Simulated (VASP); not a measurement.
Input of a VASP 6.6.1 run:

File INCAR:

```
SYSTEM = Mo
PREC = Accurate
ENCUT = 520
EDIFF = 1E-7
ISMEAR = 0
SIGMA = 0.1
LREAL = .False.
LASPH = .True.
NELM = 100
ALGO = Fast
ISIF = 2
LWAVE = .False.
LCHARG = .False.
GGA = PS
NBANDS = 13
```

The input KPOINTS:

```
regular mesh
0
Gamma
  18 18 18
  0 0 0
```

The input POSCAR:

```
Mo                                      
1.0
   -1.6113114883      1.6113114883      1.6113114883
    1.6113114883     -1.6113114883      1.6113114883
    1.6113114883      1.6113114883     -1.6113114883
  Mo            
     1
Direct
     0.0000000000000000    0.0000000000000000    0.0000000000000000
```

Potentials or basis: VASP PAW PBE potentials, release 64 (Mo_sv).

Command:

```sh
$ cat potpaw_PBE.64/Mo_sv/POTCAR > POTCAR
$ mpirun -np 1 vasp_std > vasp.out
```

(1) Predict the pressure.

(2) Estimate the band gap on the k mesh.

## Answers

(1) -20.1 GPa.

(2) none (metal or under the smearing width).

Caveat: so large a pressure means that the cell lies far from this level's equilibrium, or that cutoff or potentials fall short; the potentials were made for another functional, which shifts forces and pressure.
